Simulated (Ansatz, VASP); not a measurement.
**One calculation of Ni, two programs**

```
Ni
1.0
    -1.38372    1.38372    1.38372
     1.38372   -1.38372    1.38372
     1.38372    1.38372   -1.38372
Ni
1
Direct
  0.00000 0.00000 0.00000
```

This isn't the form of Ni at room conditions, which is fcc.

Alike in both runs: task single point; functional PBE; k mesh 26 × 26 × 26; occupations gaussian, width 0.15 eV; collinear spin.

```csv
,VASP,Ansatz
version,VASP 6.6.1,Ansatz 0.2.0
potentials or method,"VASP PAW PBE potentials, release 64 (Ni)","scalar-relativistic, plane waves, PAW"
plane-wave cutoff (eV),520,420
valence electrons in the cell,10,18
```

|  | VASP | Ansatz | Ansatz less VASP |
| --- | --- | --- | --- |
| gap on the k mesh at the Fermi level (eV) | none | none | - |
| pressure (GPa) | 7.3 | 7.6 | +0.25 |
| net moment per atom (μB) | 0.53 | 0.54 | +0.009 |
| size of the moment on the site where the two differ most (μB) | 0.54 | 0.57 | +0.031 |

Site moments also hang on the region over which each program counts them. A gap of «none» marks a metal or a gap that the smearing closes. With one functional, cell and mesh, what is left measures potentials, basis and numerics. The two sets of potentials don't hold the same shells in valence.
